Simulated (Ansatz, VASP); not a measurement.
## Ti: VASP beside Ansatz

POSCAR

```
Ti
1.0
    0.0000000000      2.0551516173      2.0551516173
    2.0551516173      0.0000000000      2.0551516173
    2.0551516173      2.0551516173      0.0000000000
Ti
1
Direct
    0.0000000000      0.0000000000      0.0000000000
```

Contents of INCAR.step1:

```
ALGO = Normal ; EDIFF = 1E-4
ENCUT = 520 ; GGA = PE
ISMEAR = 0 ; LASPH = True
LCHARG = False ; LREAL = False
LWAVE = True ; NBANDS = 12
NELM = 80 ; PREC = Accurate
SIGMA = 0.1
```

File INCAR.step2:

```
ALGO = Normal ; EDIFF = 1E-6
ENCUT = 520 ; ISIF = 2
ISMEAR = 0 ; ISTART = 1
LASPH = True ; LCHARG = False
LMIXTAU = True ; LREAL = False
LWAVE = False ; METAGGA = R2SCAN
NBANDS = 12 ; NELM = 80
PREC = Accurate ; SIGMA = 0.1
```

The input KPOINTS:

```
k-points
0
Gamma
  18 18 18
```

Input for Ansatz:

```yaml
crystal:
  lattice:
    - [0.0, 2.0551516146, 2.0551516146]
    - [2.0551516146, 0.0, 2.0551516146]
    - [2.0551516146, 2.0551516146, 0.0]
  atoms:
    - { symbol: Ti, position: [0.0, 0.0, 0.0] }
basis:
  ecutwfc: 500
kpoints:
  mp_grid: { grid: [18, 18, 18] }
  band_path:
    path:
      - [[0.0, 0.0, 0.0], [0.5, 0.0, 0.5], [0.625, 0.25, 0.625]]
      - [[0.375, 0.375, 0.75], [0.0, 0.0, 0.0], [0.5, 0.5, 0.5], [0.5, 0.25, 0.75], [0.5, 0.0, 0.5]]
    npoints: 14
hamiltonian:
  xc: r2scan
scf:
  occupations: { method: gaussian, width: 0.1 }
  n_extra_bands: 6
output:
  forces: true
  stress: true
  eigenvalues: true
  populations: true
  dos: { projected: true, de: 0.02, nscf_kmesh: { grid: [27, 27, 27] } }
  bader: true
  write_density: true
  write_potential: true
  elf: true
  volumetric_format: npy
```

This isn't the form of Ti at room conditions, which is hcp.

Alike in both runs: task single point; functional r2SCAN; k mesh 18 × 18 × 18; occupations gaussian, width 0.1 eV; no spin polarisation.

|  | VASP | Ansatz |
| --- | --- | --- |
| version | VASP 6.6.1 | Ansatz 0.2.0 |
| potentials or method | VASP PAW PBE potentials, release 64 (Ti_sv) | scalar-relativistic, plane waves, PAW |
| plane-wave cutoff (eV) | 520 | 500 |
| valence electrons in the cell | 12 | 12 |

VASP gave:

- gap on the k mesh at the Fermi level (eV): none
- pressure (GPa): 0.4

Which values does Ansatz return?

gap on the k mesh at the Fermi level (eV): none; pressure (GPa): 0.0.

A gap of «none» marks a metal or a gap that the smearing closes. The functional is the same, so the differences come from potentials, cutoffs and numerics.

Caveats: the PAW data sets were made with another functional, which shifts forces and pressure a little (VASP).
